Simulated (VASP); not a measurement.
# Ag: relaxation of cell and atoms with PBEsol

The system is Ag.

```
Ag
1.0
     3.34836    1.93318    5.71031
    -3.34836    1.93318    5.71031
     0.00000   -3.86636    5.71031
Ag
12
Direct
  0.01019 0.65361 0.01019
  0.01019 0.01019 0.65361
  0.65361 0.01019 0.01019
  0.98981 0.34639 0.98981
  0.34639 0.98981 0.98981
  0.98981 0.98981 0.34639
  0.22118 0.63060 0.22118
  0.22118 0.22118 0.63060
  0.63060 0.22118 0.22118
  0.77882 0.36940 0.77882
  0.36940 0.77882 0.77882
  0.77882 0.77882 0.36940
```

The cell was built by a generator and needn't be a form met in nature.

- Program: VASP 6.6.1
- Task: relaxation of cell and atoms
- Functional: PBEsol
- Potentials or basis: VASP PAW PBE potentials, release 64 (Ag)
- Cutoff: 600 eV
- k mesh: 3 × 3 × 3
- Occupations: gaussian, width 0.1 eV
- Spin: no spin polarisation
- Dipole correction: no
- Further INCAR settings: ALGO = Fast; EDIFF = 1e-06; IBRION = 2; EDIFFG = -0.04; NSW = 90; ISIF = 3

The relaxed volume is 24.12 Å³/atom. The relaxed cell is a = 7.703 Å, b = 7.703 Å, c = 7.703 Å, α = 55.50°, β = 55.50°, γ = 55.50°, the space group after relaxing (to 0.05 Å) is R-3m (No. 166) and the energy gained by relaxing is 759.0 meV/atom. The ionic steps are 15, the pressure after relaxing is 0.0 GPa and the largest force after relaxing is 0.019 eV/Å. The band gap on the k mesh is none (metal or under the smearing width).

Forces on the atoms (eV/Å):
```
Ag   0.006 -0.004 -0.015
Ag   0.000  0.007 -0.015
Ag  -0.006 -0.004 -0.015
Ag  -0.006  0.004  0.015
Ag   0.006  0.004  0.015
Ag   0.000 -0.007  0.015
Ag   0.004 -0.002 -0.019
Ag   0.000  0.004 -0.019
Ag  -0.004 -0.002 -0.019
Ag  -0.004  0.002  0.019
Ag   0.004  0.002  0.019
Ag   0.000 -0.004  0.019
```

Stress tensor (GPa, compression positive):
```
0.01 0.00 0.00
0.00 0.01 0.00
0.00 0.00 0.09
```

The path:
```tsv
step	energy change (eV)	largest force (eV/Å)	pressure (GPa)	volume (Å³)
1	0.0000	5.2168	43.66	221.78
2	-3.1886	0.8175	-7.53	425.71
3	-8.6103	1.5034	-1.52	300.06
4	-8.6475	1.5050	-0.79	296.20
5	-8.6646	1.5021	0.19	291.66
6	-8.9937	0.4781	-0.57	295.00
7	-8.9952	0.4883	-0.60	295.27
8	-9.0595	0.2962	-0.12	292.18
9	-9.0796	0.1655	0.42	289.29
10	-9.0950	0.0429	-0.13	291.18
11	-9.0955	0.0577	-0.24	291.55
12	-9.1010	0.0786	-0.05	290.45
13	-9.1026	0.1081	0.12	289.44
14	-9.1070	0.0465	0.07	289.44
15	-9.1084	0.0192	0.04	289.43
```

Final structure:
```yaml
crystal:
  lattice:
    - [3.58658, 2.07071, 6.49524]
    - [-3.58658, 2.07071, 6.49524]
    - [0.00000, -4.14143, 6.49524]
  atoms:
    - { symbol: Ag, position: [0.02411, 0.63949, 0.02411] }
    - { symbol: Ag, position: [0.02411, 0.02411, 0.63949] }
    - { symbol: Ag, position: [0.63949, 0.02411, 0.02411] }
    - { symbol: Ag, position: [0.97589, 0.36051, 0.97589] }
    - { symbol: Ag, position: [0.36051, 0.97589, 0.97589] }
    - { symbol: Ag, position: [0.97589, 0.97589, 0.36051] }
    - { symbol: Ag, position: [0.23420, 0.60893, 0.23420] }
    - { symbol: Ag, position: [0.23420, 0.23420, 0.60893] }
    - { symbol: Ag, position: [0.60893, 0.23420, 0.23420] }
    - { symbol: Ag, position: [0.76580, 0.39107, 0.76580] }
    - { symbol: Ag, position: [0.39107, 0.76580, 0.76580] }
    - { symbol: Ag, position: [0.76580, 0.76580, 0.39107] }
```

Levels at points of the mesh, in eV from the Fermi level:
| k point | band 64 | band 65 | band 66 | band 67 | band 68 | band 69 |
| --- | --- | --- | --- | --- | --- | --- |
| (0.00, 0.00, 0.00) | -0.76 | -0.76 | -0.44 | -0.44 | -0.25 | 0.02 |

Wall time 20 min on 1 thread of Intel(R) Xeon(R) 6975P-C (Granite Rapids), on a shared host, peak memory 0.48 GiB.

Caveat: the k mesh is coarse (spacing up to 0.38 Å⁻¹), so the values aren't converged; the volume moved by over 15 % at a fixed basis, so the end points are rough; the PAW data sets were made with another functional, which shifts forces and pressure a little.
